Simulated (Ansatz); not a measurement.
Wurtzite BeO, treated with PBEsol in Ansatz (PAW).

Numerical settings: plane-wave cutoff 520 eV, 18×18×8 k mesh (along the axes of the cell as run), Fermi–Dirac smearing 0.01 eV, scalar-relativistic PAW data made under PBE.

On both sides of the equilibrium volume: at 6.727 Å³/atom the pressure is 4.57 GPa and the direct gap at Γ 7.721 eV; at 7.002 Å³/atom they are -4.15 GPa and 7.306 eV. The fitted bulk modulus is 218 GPa.

Work out the volume deformation potential of this gap and its pressure coefficient, in two ways.

a_V = dE_g/d ln V = (7.306 − 7.721)/ln(7.002/6.727) = -10.36 eV. Since dP = −B d ln V, dE_g/dP = −a_V/B = 48 meV/GPa. Straight from the pressures: (7.721 − 7.306)/(4.57 − (-4.15)) = 48 meV/GPa. At this level and over this range the gap at Γ widens under pressure.

Note: the bulk modulus comes from volumes at which shape and atoms were relaxed.

Ansatz is a program for electronic structure.
